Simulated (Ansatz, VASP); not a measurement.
# SiGe2: VASP beside Ansatz, part 2 of 2

One calculation is typed for both programs; each brings its own data sets. How far apart do they land? The cell is generated by rule, not measured, and may not be a known phase. Of the first pair: The two relaxations start from unlike cells of this crystal (the structure described is Ansatz's start), so only their ends are compared.

VASP 6.6.1 and Ansatz 0.2.0.

So far: The structure; Ansatz: relaxation of cell and atoms, PBEsol; VASP: relaxation of cell and atoms, PBEsol; Comparison.

### 5. VASP: zone-centre phonons, PBEsol

Level of this step: PBEsol; plane waves and PAW (Si, Ge_d); invented cell (VASP).

Second derivatives magnify differences that forces hide, and they need a tight electronic threshold.

INCAR reads:

```
SYSTEM = SiGe2
PREC = Accurate
ENCUT = 500
EDIFF = 1E-08
NELM = 120
ISMEAR = 1
SIGMA = 0.15
LREAL = .FALSE.
ALGO = Normal
GGA = PS
NBANDS = 22
LORBIT = 11
LWAVE = .FALSE.
LCHARG = .FALSE.
ISIF = 2
IBRION = 8
LASPH = .TRUE.
GGA_COMPAT = .FALSE.
KPAR = 2
```

POSCAR reads:

```
SiGe2
1.0
    0.0000000000      3.0597254466      3.0597254466
    3.0597254466      0.0000000000      3.0597254466
    3.0597254466      3.0597254466      0.0000000000
Si Ge
1 2
Direct
    0.0000000000      0.0000000000      0.0000000000
    0.2500000000      0.2500000000      0.2500000000
    0.7500000000      0.7500000000      0.7500000000
```

KPOINTS reads:

```
Automatic mesh
0
Gamma
12 12 12
0 0 0
```

The projector-augmented-wave data sets are Si and Ge_d (PBE family, release 64).

Launch:

```sh
> mpirun -np 2 vasp_std
```

Numbers of over 12 decimals in the logs are rounded to 6 here.

Output:

```text
[banner, memory and clock lines left out]
running    2 mpi-ranks, on    1 nodes
[...]
[... a notice as in an earlier step ...]

 LDA part: xc-table for (Slater+PW92), standard interpolation
 POSCAR, INCAR and KPOINTS ok, starting setup
[...]
entering main loop
       N       E                     dE             d eps       ncg     rms          rms(c)
DAV:   1     0.218061130511E+03    0.21806E+03   -0.15723E+04  3592   0.350E+03
DAV:   2     0.185085585547E+02   -0.19955E+03   -0.19175E+03  3186   0.648E+02
DAV:   3    -0.135182985520E+02   -0.32027E+02   -0.31270E+02  3798   0.150E+02
DAV:   4    -0.146861491449E+02   -0.11679E+01   -0.11662E+01  3630   0.322E+01
[...]
DAV:  14    -0.145927581466E+02    0.52932E-07   -0.17748E-08  2440   0.204E-03    0.319E-04
DAV:  15    -0.145927581573E+02   -0.10621E-07   -0.34191E-09  1818   0.618E-04    0.173E-04
DAV:  16    -0.145927581635E+02   -0.62519E-08   -0.58747E-10  1752   0.226E-04
   1 F= -.14592758E+02 E0= -.14591973E+02  d E =-.235449E-02
[...]
RMM:   8    -0.188755019369E-01    0.54508E-07   -0.13607E-08 13275   0.125E-04    0.139E-05
RMM:   9    -0.188754842565E-01    0.17680E-07   -0.30572E-09 13428   0.394E-05    0.605E-06
RMM:  10    -0.188754910800E-01   -0.68235E-08   -0.66323E-10 13063   0.116E-05    0.112E-06
 first order change of Fermi-energy   0.29400E-03
 force on displaced ion       1 direction 1 :  -4.661   0.000   0.000
 Linear response progress:
  Degree of freedom:   2/  2
       N       E                     dE             d eps       ncg     rms          rms(c)
RMM:   1    -0.189078724008E+00   -0.18908E+00    0.65830E+00 15120   0.440E+01
RMM:   2    -0.196012770091E+00   -0.69340E-02   -0.11833E-02 21842   0.790E-01    0.500E-02
RMM:   3    -0.196056938221E+00   -0.44168E-04   -0.36901E-04 20811   0.170E-01    0.280E-02
RMM:   4    -0.196039936010E+00    0.17002E-04   -0.43672E-05 23173   0.611E-02    0.358E-03
[...]
RMM:  15    -0.196024041131E+00   -0.10953E-07   -0.66638E-08 15813   0.249E-05    0.338E-06
RMM:  16    -0.196024051491E+00   -0.10360E-07   -0.47927E-08 18177   0.191E-05    0.304E-06
RMM:  17    -0.196024050378E+00    0.11125E-08   -0.34129E-08 11757   0.144E-05    0.364E-06
 first order change of Fermi-energy  -0.14122E-04
 force on displaced ion       2 direction 1 :  -3.747  -0.000  -0.000
 Linear response finished
```

Parts of OUTCAR (step 5):

```text
  Total       -0.0088148     -0.0088148     -0.0088148      0.0000000      0.0000000     -0.0000000
  in kB       -0.2465168     -0.2465168     -0.2465168      0.0000000      0.0000000     -0.0000000
  external PRESSURE =      -0.2465168 kB  Pullay stress =       0.0000000 kB

 POSITION                                       TOTAL-FORCE (eV/Angst)
 -----------------------------------------------------------------------------------
      0.00000      0.00000      0.00000        -0.000000     -0.000000      0.000000
      1.52986      1.52986      1.52986        -0.000000     -0.000000     -0.000000
      4.58959      4.58959      4.58959         0.000000      0.000000      0.000000
 -----------------------------------------------------------------------------------
    total drift:                               -0.000000     -0.000000      0.000000

[... 2 further parts left out ...]
```

### 6. Ansatz: zone-centre phonons, PBEsol

The same cell, functional, mesh and smearing now go to Ansatz, which takes its cutoff from its data sets.

The cell is taken from a series of runs on this material, whose earlier steps may have relaxed, scaled, displaced or heated it; both programs get it as it stands.

input.yaml reads:

```yaml
crystal:
  lattice:
    - [0.0, 3.0597254466, 3.0597254466]
    - [3.0597254466, 0.0, 3.0597254466]
    - [3.0597254466, 3.0597254466, 0.0]
  atoms:
    - { symbol: Si, position: [0.0, 0.0, 0.0] }
    - { symbol: Ge, position: [0.25, 0.25, 0.25] }
    - { symbol: Ge, position: [0.75, 0.75, 0.75] }
kpoints:
  mp_grid: { grid: [12, 12, 12] }
hamiltonian:
  xc: pbesol
scf:
  occupations: { method: methfessel_paxton, width: 0.15 }
output:
  eigenvalues: true
phonons:
  method: dfpt
```

Launch:

```sh
> ansatz run input.yaml --threads 4 --pin off --max-ram 7168MiB --backend cpu --events-out ev --progress --plain --runs-dir out
```

Output:

```text
zone centre: on kpoints.mp_grid the ground state, and the responses unless they are solved on pairs of k-points, stand on 163 of the mesh's 1728 k-points, reduced under 8 symmetry operations, with k and −k counted as one. Each operation leaves every solved displacement unchanged or reverses it
[...]
Crystal: 3 atoms, lattice volume = 57.290 Å³
[...]
k mesh reduced under 8 symmetry operations, with k and −k counted as one. Each operation leaves every solved displacement unchanged or reverses it
  ASR residual: 1.580e-5 → 0.000e0 eV/Å²; symmetrization residual: 1.103e-6 eV/Å²
  ASR residual per site (eV/Å²): 5.57e-6 1.58e-5 1.58e-5
  Γ frequencies (cm⁻¹): 0.00 0.00 0.00 139.02 139.02 139.02 232.30 232.30 232.30
  non-analytic LO–TO correction: not included (Born effective charges unavailable; polar crystals: no LO–TO splitting at Γ)
[key lines of the parts left out:]
SCF converged after 8 iterations
Free energy (F): -9127.463372 eV
Fermi energy:    9.580001 eV
```

### 7. Side by side

Both answers:

```csv
quantity,Ansatz,VASP,difference
optical mode 1 to 3 (cm⁻¹),139.0,139.1,-0.08 %
optical mode 4 to 6 (cm⁻¹),232.3,232.0,+0.12 %
```

Modes are paired by rising frequency, not by their patterns, so a pair may set unlike modes beside each other; they are those without the splitting of longitudinal modes.

### 8. Summary of results

| Property | Result |
| --- | --- |
| difference in volume (relaxation of cell and atoms, PBEsol) | 0.042 % |
| r.m.s. difference of the optical zone-centre modes, each program's sorted by frequency (zone-centre phonons, PBEsol) | 0.20 cm⁻¹ |

**Reading.** The difference in volume is 0.042 % (relaxation of cell and atoms, PBEsol), within the 1.2 % picked in this series as the mark of a large difference, as far as the stopping tolerances let one tell. VASP runs on this material, other cells of it included, that failed, so that no pair exists: relaxation of cell and atoms, PBEsol (timeout). 1 further run of this series is not shown here. Such differences can come from data sets, numerical settings and the points named under the comparisons, not from the functional's error against experiment.

[Lines on the potential files, build, host, timing and source positions are cut from VASP's logs without a mark.]

[Logs are printed without paths, hosts, clocks, repeated set-up lines and the standing remarks that a program may print on its own settings, such as how far it seeks lower states.]

[Hosts, paths, dates, database ids (printed as entryN), source tags and the programs' standing remarks are cut or masked in the printed files.]
